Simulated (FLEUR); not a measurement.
Crystal: AgCl (Chlorargyrite).

```
Ag Cl
1.0
     0.00000    2.73500    2.73500
     2.73500    0.00000    2.73500
     2.73500    2.73500    0.00000
Ag Cl
1 1
Direct
  0.00000 0.00000 0.00000
  0.50000 0.50000 0.50000
```

Base run:

| Item | Value |
| --- | --- |
| Program | FLEUR MaX-R8.1 (later development tree) |
| Functional | LDA |
| Potentials or basis | all-electron |
| Basis | FLAPW |
| Kmax | 4.78 1/bohr |
| k mesh | 8 × 8 × 8 |
| Occupations | fermi-dirac, width 0.05 eV |
| Spin | no spin polarisation |

Its results: band gap on the k mesh 0.62 eV, indirect (least direct gap 3.09 eV).

**Question.** After a change of settings the same cell gave: band gap on the k mesh 1.26 eV, indirect (least direct gap 3.62 eV). Which change was it?
A. functional from LDA to RPBE
B. functional from LDA to AM05
C. functional from LDA to BLYP

**Answer.** A.
